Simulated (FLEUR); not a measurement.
# Au (Fm-3m) in FLEUR: further runs, part 2 of 2

FLEUR MaX-R8.1 (later development tree). Earlier steps stand in the parts before.

### 3 Equation of state, LDA, 15.84 Å³/atom (volume scaled by 0.94)

inp.xml reads:

```xml
<?xml version="1.0" encoding="UTF-8" standalone="no"?>
<fleurInput fleurInputVersion="0.39">
   <comment>
      Au                                                                                                  
   </comment>
   <calculationSetup>
      <cutoffs Kmax="4.1" Gmax="12.7" GmaxXC="12.7" numbands="0"/>
      <scfLoop itmax="60" minDistance="0.00001" maxIterBroyd="15" imix="Anderson" alpha="0.05" precondParam="0.0" spinf="2.0" sdNocoIR="T"/>
      <coreElectrons ctail="T" frcor="F" kcrel="0" coretail_lmax="0"/>
      <xcFunctional name="vwn" relativisticCorrections="F"/>
      <magnetism jspins="1"/>
      <soc l_soc="F" theta="0.0" phi="0.0" spav="F"/>
      <expertModes spex="0" secvar="F"/>
      <geometryOptimization l_f="F" forcealpha="1.0" forcemix="BFGS" epsdisp="0.00001" epsforce="0.00001"/>
      <ldaU l_linMix="F" mixParam="0.05" spinf="1.0"/>
   </calculationSetup>
   <cell>
      <bzIntegration valenceElectrons="19.0" mode="hist" fermiSmearingEnergy="0.00183747">
         <kPointListSelection listName="default-1"/>
         <!-- k-points included here -->
         <xi:include xmlns:xi="http://www.w3.org/2001/XInclude" href="kpts.xml"> </xi:include>
      </bzIntegration>
      <!-- symmetry operations included here -->
      <xi:include xmlns:xi="http://www.w3.org/2001/XInclude" href="sym.xml"> </xi:include>
      <bulkLattice scale="0.9795861087">
         <bravaisMatrix>
            <row-1>    0.0000000000000000     3.8455926635609998     3.8455926635609998</row-1>
            <row-2>    3.8455926635609998     0.0000000000000000     3.8455926635609998</row-2>
            <row-3>    3.8455926635609998     3.8455926635609998     0.0000000000000000</row-3>
         </bravaisMatrix>
      </bulkLattice>
   </cell>
   <atomSpecies>
      <species name="Gold (Au)" element="Au" atomicNumber="79">
         <mtSphere radius="2.47" gridPoints="833" logIncrement="0.016"/>
         <atomicCutoffs lmax="10" lnonsphr="8"/>
         <electronConfig flipSpins="F">
            <coreConfig>(1s1/2) (2s1/2) (2p1/2) (2p3/2) (3s1/2) (3p1/2) (3p3/2) (4s1/2) (3d3/2) (3d5/2) (4p1/2) (4p3/2) (4d3/2) (4d5/2) (4f5/2) (4f7/2)</coreConfig>
            <valenceConfig>(5s1/2) (5p1/2) (5p3/2) (6s1/2) (5d3/2) (5d5/2)</valenceConfig>
            <stateOccupation state="(6s1/2)" spinUp="0.500000" spinDown="0.500000"/>
         </electronConfig>
         <energyParameters s="6" p="6" d="5" f="5"/>
         <lo type="SCLO" l="0" n="5" eDeriv="0"/>
         <lo type="SCLO" l="1" n="5" eDeriv="0"/>
         <lo type="SCLO" l="1" n="5" eDeriv="1"/>
         <lo type="SCLO" l="2" n="5" eDeriv="2"/>
         <lo type="SCLO" l="3" n="5" eDeriv="2"/>
      </species>
   </atomSpecies>
   <atomGroups>
      <atomGroup species="Gold (Au)">
         <relPos label="                   1">.0000000000 .0000000000 .0000000000</relPos>
         <force calculate="T" relaxXYZ="TTT"/>
      </atomGroup>
   </atomGroups>
   <output dos="F" band="F" slice="F">
      <checks vchk="F" cdinf="F"/>
      <bandDOS minEnergy="-.5*Htr" maxEnergy="0.5*Htr" sigma="0.015" storeEVData="T"/>
      <vacuumDOS vacdos="F" integ="F" star="F" nstars="0" locx1="0.0" locy1="0.0" locx2="0.0" locy2="0.0" nstm="0" tworkf="0.0"/>
      <unfoldingBand unfoldBand="F" supercellX="1" supercellY="1" supercellZ="1"/>
      <plotting iplot="0" polar="F">
         <plot TwoD="T" vec1="  1.0  0.0  0.0" vec2="  0.0  1.0  0.0" vec3="  0.0  0.0  1.0" zero="  0.0  0.0  0.0" file="plot"/>
      </plotting>
      <chargeDensitySlicing numkpt="0" minEigenval="0.0" maxEigenval="0.0" nnne="0" pallst="F"/>
      <specialOutput eonly="F"/>
      <moessbauerParams electricFieldGradient="T" isomerShift="T" coreHyperfine="T" valenceHyperfine="T"/>
      <magneticCircularDichroism mcd="F" energyLo="-10.0" energyUp="0.0"/>
   </output>
  <!-- We include the file relax.xml here to enable relaxations (see documentation) -->
  <xi:include xmlns:xi="http://www.w3.org/2001/XInclude" href="relax.xml"> <xi:fallback/> </xi:include>
</fleurInput>
```

Potentials or basis: all-electron, FLAPW.

Command:

```console
inpgen -f crystal.txt -profile fastHighL
# inp.xml edited to the form shown
fleur_MPI
```

The log of the run:

```text
Welcome to FLEUR        (www.flapw.de)
      MaX-Release 8.1          (www.max-centre.eu)

 ========== k-point set info ==========
 Selected k-point list: default-1
 k-point list type: mesh
 11 x 11 x 11
 Number of k points: 56

 ------------Calculation Setup---------------------------
 Number of MPI-tasks      :            1
 Number of PE/node        :            1
 Number of OMP-threads    :            1
 Most efficient MPI parallelization for:
           1           2           4           7           8          14          28          56
 Additional eigenvalue parallelization possible
 Number of basis functions:          172
 Approximate size of matrices (H+S) per k-point:         0.000 GB
 --------------------------------------------------------
 Iteration:     1   Distance:      17.61161852 me/bohr^3
 Iteration:     2   Distance:      15.86318628 me/bohr^3
 Iteration:     3   Distance:       6.90167799 me/bohr^3
 Iteration:     4   Distance:       2.42067649 me/bohr^3
 Iteration:     5   Distance:       2.42640156 me/bohr^3
 Iteration:     6   Distance:       0.18562751 me/bohr^3
 Iteration:     7   Distance:       0.17725637 me/bohr^3
 Iteration:     8   Distance:       0.01485290 me/bohr^3
 Iteration:     9   Distance:       0.01227563 me/bohr^3
 Iteration:    10   Distance:       0.00200821 me/bohr^3
 Iteration:    11   Distance:       0.00002923 me/bohr^3
 Iteration:    12   Distance:       0.00003052 me/bohr^3
 Iteration:    13   Distance:       0.00000137 me/bohr^3

 ********************************************************************
 Run finished successfully
 Stop message:
   all done
 ********************************************************************
```

out.xml (last iteration):

```text
<iteration numberForCurrentRun="   13" overallNumber="   13">
         <energyParameters units="Htr">
            <atomicEP atomType="1" spin="1" branch="6s" branchLowest="-3.39" branchHighest="1.61" value="0.2924908258"/>
            <atomicEP atomType="1" spin="1" branch="6p" branchLowest="-1.58" branchHighest="2.56" value="0.4674116348"/>
            <atomicEP atomType="1" spin="1" branch="5d" branchLowest="-11.35" branchHighest="0.57" value="0.3464609148"/>
            <atomicEP atomType="1" spin="1" branch="5f" branchLowest="-2.40" branchHighest="2.66" value="0.7626612954"/>
            <loAtomicEP atomType="1" spin="1" branch="5s" branchLowest="-26.13" branchHighest="-3.39" value="-3.3906952686"/>
            <loAtomicEP atomType="1" spin="1" branch="5p" branchLowest="-19.40" branchHighest="-1.58" value="-1.6458297326"/>
            <loAtomicEP atomType="1" spin="1" branch="5p" branchLowest="-19.40" branchHighest="-1.58" value="-1.6458297326"/>
            <loAtomicEP atomType="1" spin="1" branch="5d" branchLowest="-11.35" branchHighest="0.57" value="0.3291667353"/>
            <loAtomicEP atomType="1" spin="1" branch="5f" branchLowest="-2.40" branchHighest="2.66" value="0.7626535305"/>
         </energyParameters>
         <eigenvalues>
[... 74 lines left out ...]
            </sumOfEigenvalues>
            <densityCoulombPotentialIntegral value="-33093.7893391190"/>
            <densityEffectivePotentialIntegral value="-33565.0848708223"/>
            <chargeDenXCDenIntegral value="-355.0081999061"/>
            <FockExchangeEnergyValence value="0.0000000000"/>
            <FockExchangeEnergyCore value="0.0000000000"/>
            <atomTypeDependentContributions atomType="1">
               <electronNucleiInteractionDifferentMTs value="23962.6543409449"/>
               <MadelungTerm value="-43.7691257521"/>
            </atomTypeDependentContributions>
            <tkbTimesEntropy value="0.0000817275"/>
            <freeEnergy value="-19037.4452432895"/>
            <extrapolationTo0K value="-19037.4452024258"/>
         </totalEnergy>
         <densityConvergence units="me/bohr^3">
            <chargeDensity spin="1" distance="0.0000013693"/>
         </densityConvergence>
      </iteration>
```

Run time: 7.1 s. Hardware: 1 thread of Arm Neoverse V2, shared host; peak memory 0.08 GiB.

What came out:

```
Free energy                                           : -518035.2757 eV
Band gap on the k mesh                                : none (metal or under the smearing width)
Valence electrons inside the program's atomic spheres : Au 17.44 (radii Au 2.47 bohr)
```

### 4 Equation of state, LDA, 16.18 Å³/atom (volume scaled by 0.96)

Changes to inp.xml since step 3:

```diff
@@ -24,3 +24,3 @@
       <xi:include xmlns:xi="http://www.w3.org/2001/XInclude" href="sym.xml"> </xi:include>
-      <bulkLattice scale="0.9795861087">
+      <bulkLattice scale="0.9864848297">
          <bravaisMatrix>
```

Command:

```console
inpgen -f crystal.txt -profile fastHighL
# inp.xml edited to the form shown
fleur_MPI
```

Wall time 7.5 s (1 thread of Arm Neoverse V2, shared host); peak memory 0.08 GiB.

The run converged. Its results:

```
Free energy                                           : -518035.2914 eV
Band gap on the k mesh                                : none (metal or under the smearing width)
Valence electrons inside the program's atomic spheres : Au 17.41 (radii Au 2.47 bohr)
```

### 5 Equation of state, LDA, 16.85 Å³/atom

Changes to inp.xml since step 4:

```diff
@@ -24,3 +24,3 @@
       <xi:include xmlns:xi="http://www.w3.org/2001/XInclude" href="sym.xml"> </xi:include>
-      <bulkLattice scale="0.9864848297">
+      <bulkLattice scale="1.0000000000">
          <bravaisMatrix>
```

Command:

```console
inpgen -f crystal.txt -profile fastHighL
# inp.xml edited to the form shown
fleur_MPI
```

Run time: 7.8 s. Hardware: 1 thread of Arm Neoverse V2, shared host; peak memory 0.08 GiB.

It converged, with:

```
Free energy                                           : -518035.2946 eV
Band gap on the k mesh                                : none (metal or under the smearing width)
Valence electrons inside the program's atomic spheres : Au 17.36 (radii Au 2.47 bohr)
```

### 6 Equation of state, LDA, 17.53 Å³/atom (volume scaled by 1.04)

Changes to inp.xml since step 5:

```diff
@@ -24,3 +24,3 @@
       <xi:include xmlns:xi="http://www.w3.org/2001/XInclude" href="sym.xml"> </xi:include>
-      <bulkLattice scale="1.0000000000">
+      <bulkLattice scale="1.0131594038">
          <bravaisMatrix>
```

Potentials or basis: all-electron, FLAPW.

Command:

```console
inpgen -f crystal.txt -profile fastHighL
# inp.xml edited to the form shown
fleur_MPI
```

It took 8.1 s on 1 thread of Arm Neoverse V2, shared host; peak memory 0.08 GiB.

Results (log left out):

| Quantity | Value |
| --- | --- |
| Free energy | -518035.2680 eV |
| Band gap on the k mesh | none (metal or under the smearing width) |
| Valence electrons inside the program's atomic spheres | Au 17.31 (radii Au 2.47 bohr) |

### 7 Equation of state, LDA, 17.87 Å³/atom (volume scaled by 1.06)

Changes to inp.xml since step 6:

```diff
@@ -24,3 +24,3 @@
       <xi:include xmlns:xi="http://www.w3.org/2001/XInclude" href="sym.xml"> </xi:include>
-      <bulkLattice scale="1.0131594038">
+      <bulkLattice scale="1.0196128224">
          <bravaisMatrix>
```

Command:

```console
inpgen -f crystal.txt -profile fastHighL
# inp.xml edited to the form shown
fleur_MPI
```

Run time: 8.2 s. Hardware: 1 thread of Arm Neoverse V2, shared host; peak memory 0.08 GiB.

Results (log left out):

```yaml
Free_energy: -518035.2456 eV
Band_gap_on_the_k_mesh: none (metal or under the smearing width)
Valence_electrons_inside_the_program's_atomic_spheres: Au 17.29 (radii Au 2.47 bohr)
```

### 8 Equation of state, LDA

This step only gathers the single runs of the series.

What came out:

```
Equilibrium volume                      : 16.58 Å³/atom
Bulk modulus                            : 195 GPa
Pressure derivative of the bulk modulus : 5.6 (rough: it moves with the points fitted)
```

Energy against volume, from the lowest point:
```csv
volume (Å³/atom),energy (meV/atom)
15.843,18.92
16.181,3.19
16.855,0.00
17.529,26.61
17.866,48.99
```

The run has no spin-orbit coupling, so splittings on Au are missing. LDA usually gives volumes a few per cent too small.

### 9 Against experiment

Step 8. A measured bulk modulus of Au is 167 GPa (quoted in “Exploring toroidal anvil profiles for larger sample volumes above 4 Mbar”, 2024, pmc:11102561); the calculated 195 GPa misses it by +16.6 %. The fit is for a static lattice scaled at fixed shape and fixed fractional positions.
